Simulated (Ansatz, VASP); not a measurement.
One calculation of AlCo, two programs

```
CELL_PARAMETERS angstrom
2.80515 0.00000 0.00000
0.00000 2.80515 0.00000
0.00000 0.00000 2.80515
ATOMIC_POSITIONS crystal
Co 0.00000 0.00000 0.00000
Al 0.50000 0.50000 0.50000
```

Alike in both runs: functional PBE; k mesh 14 × 14 × 14; occupations fermi-dirac, width 0.1 eV; no spin polarisation.

Ansatz relaxed the structure, and its values are those at the end. VASP's run is a single point on that final structure, the one shown.

|  | VASP | Ansatz |
| --- | --- | --- |
| version | VASP 6.6.1 | Ansatz 0.2.0 |
| potentials or method | VASP PAW PBE potentials, release 64 (Co, Al), cutoff 520 eV | all-electron LAPW, scalar-relativistic |

```tsv
	VASP	Ansatz	Ansatz less VASP
pressure (GPa)	10.0	10.0	-0.01
```

Ansatz ran all-electron here, so the differences hold the error of VASP's frozen core and of both bases.

Spin polarisation is off, so any magnetic state and its effect on volume and gap are missing.
